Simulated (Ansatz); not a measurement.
**GaN: eigenvalues along the path**

```xyz
2
Lattice="0.0000 1.9726 1.9925 1.9726 0.0000 1.9925 1.9726 1.9726 0.0000" Properties=species:S:1:pos:R:3 pbc="T T T"
Ga    1.9726    1.9726    1.9925
N     0.0000    0.0000    0.0000
```

Atom numbers follow the list: Ga1, N2.

The geometry is COD entry 1536825, unchecked; take it as a test cell. The listed cell was then made from it by scaling, straining or moving an atom.

Method: Ansatz 0.2.0, DFT, PBEsol, all-electron LAPW, scalar-relativistic.

Settings: a Γ-centred 13×13×13 k mesh, Fermi–Dirac smearing of 0.02 eV, basis error target 1 meV/atom, no spin polarisation.

Path points, in fractions of the reciprocal vectors: Γ (0.000, 0.000, 0.000), X (0.000, 0.500, 0.500), P (0.250, 0.750, 0.500), N (0.000, 0.500, 0.000), M (0.500, 0.500, 0.000), S (0.373, 0.627, 0.000), S0 (-0.373, 0.373, 0.000). Levels in eV from the valence-band top; bands 6 to 16, counted from the lowest band of the run. The gap is 1.80 eV.

```
# k(1/Å) point b6 b7 b8 b9 b10 b11 b12 b13 b14 b15 b16
0.000 Γ -19.53 -14.18 -14.16 -14.16 -14.02 -14.00 -0.85 -0.85 -0.76 4.69 15.55
0.319 - -19.22 -14.20 -14.14 -14.13 -14.10 -13.99 -1.58 -1.15 -1.05 5.76 12.96
0.637 - -18.36 -14.28 -14.26 -14.04 -14.04 -13.95 -2.96 -1.95 -1.83 7.17 10.64
0.956 - -17.40 -14.39 -13.93 -13.90 -13.89 -13.88 -4.59 -2.94 -2.80 4.86 9.04
1.274 - -16.99 -14.47 -13.84 -13.76 -13.75 -12.37 -6.81 -3.73 -3.58 2.54 8.10
1.593 X -16.95 -14.51 -13.82 -13.70 -13.68 -10.48 -8.89 -4.03 -3.88 1.80 7.79
1.750 - -16.92 -14.49 -13.85 -13.73 -13.68 -10.51 -8.78 -4.19 -4.06 2.19 8.00
1.908 - -16.82 -14.46 -13.93 -13.83 -13.68 -10.59 -8.47 -4.62 -4.44 3.23 8.59
2.066 - -16.68 -14.41 -14.03 -13.96 -13.68 -10.68 -7.99 -5.24 -4.82 4.59 9.43
2.223 - -16.56 -14.32 -14.13 -14.09 -13.68 -10.76 -7.38 -5.95 -5.07 5.95 10.41
2.381 P -16.51 -14.22 -14.22 -14.18 -13.68 -10.79 -6.68 -6.68 -5.16 6.63 11.38
2.606 - -16.46 -14.30 -14.20 -14.16 -13.71 -11.25 -7.43 -6.02 -4.17 6.68 10.03
2.831 - -16.29 -14.42 -14.22 -14.17 -13.76 -12.16 -8.32 -4.52 -2.65 6.97 8.63
3.057 - -16.02 -14.56 -14.35 -14.15 -13.78 -13.05 -8.93 -2.71 -1.32 7.32 7.75
3.282 - -15.67 -14.70 -14.45 -14.27 -13.78 -13.65 -9.27 -0.99 -0.48 6.08 9.13
3.507 N -15.45 -14.75 -14.48 -14.48 -13.79 -13.78 -9.37 -0.21 -0.14 5.42 10.00
3.782 - -16.27 -14.50 -14.44 -14.44 -13.82 -13.81 -8.48 -0.28 -0.22 5.69 10.45
4.057 - -17.53 -14.34 -14.33 -14.33 -13.91 -13.90 -6.45 -0.45 -0.42 6.34 11.22
4.332 - -18.60 -14.24 -14.21 -14.20 -14.01 -14.00 -4.06 -0.64 -0.62 6.47 11.25
4.607 - -19.29 -14.19 -14.16 -14.15 -14.04 -14.03 -1.88 -0.79 -0.74 5.45 13.07
4.882 Γ -19.53 -14.18 -14.16 -14.16 -14.02 -14.00 -0.85 -0.85 -0.76 4.69 15.55
5.197 - -19.23 -14.21 -14.13 -14.13 -14.11 -13.98 -1.50 -1.14 -1.14 5.74 12.98
5.513 - -18.40 -14.29 -14.24 -14.04 -14.04 -13.94 -2.90 -1.90 -1.90 7.11 10.72
5.828 - -17.46 -14.39 -13.90 -13.89 -13.89 -13.88 -4.61 -2.84 -2.84 4.82 9.15
6.143 - -17.03 -14.48 -13.84 -13.75 -13.75 -12.41 -6.88 -3.59 -3.59 2.63 8.23
6.459 M -16.98 -14.51 -13.82 -13.69 -13.69 -10.61 -8.93 -3.88 -3.88 1.94 7.93
6.573 - -16.96 -14.50 -13.84 -13.71 -13.70 -10.62 -8.87 -4.11 -3.82 2.15 8.04
6.688 - -16.89 -14.49 -13.88 -13.76 -13.70 -10.67 -8.70 -4.71 -3.65 2.67 8.37
6.803 - -16.80 -14.46 -13.94 -13.83 -13.72 -10.78 -8.42 -5.45 -3.38 3.30 8.87
6.918 - -16.67 -14.44 -14.02 -13.91 -13.73 -10.96 -8.05 -6.17 -3.02 3.93 9.46
7.033 S -16.53 -14.42 -14.10 -14.00 -13.76 -11.26 -7.59 -6.75 -2.60 4.54 9.99
7.418 - -16.17 -14.48 -14.30 -14.14 -13.79 -12.60 -8.61 -4.16 -1.46 6.10 9.24
7.803 - -15.61 -14.71 -14.46 -14.32 -13.79 -13.68 -9.29 -0.88 -0.33 5.96 9.22
8.188 - -15.61 -14.71 -14.46 -14.32 -13.79 -13.68 -9.29 -0.88 -0.33 5.96 9.22
8.573 - -16.17 -14.48 -14.30 -14.14 -13.79 -12.60 -8.61 -4.16 -1.46 6.10 9.24
8.957 S0 -16.53 -14.42 -14.10 -14.00 -13.76 -11.26 -7.59 -6.75 -2.60 4.54 9.99
9.293 - -16.23 -14.44 -14.30 -14.20 -13.84 -12.62 -7.21 -5.92 -1.17 6.29 10.28
9.629 - -16.86 -14.46 -14.35 -14.28 -13.95 -13.54 -6.23 -3.99 -0.13 8.12 9.59
9.964 - -18.18 -14.28 -14.26 -14.25 -14.06 -13.86 -4.37 -2.22 -0.09 7.44 10.77
10.300 - -19.18 -14.19 -14.16 -14.13 -14.08 -14.01 -2.14 -1.11 -0.58 5.77 12.62
10.636 Γ -19.53 -14.18 -14.16 -14.16 -14.02 -14.00 -0.85 -0.85 -0.76 4.69 15.55
```
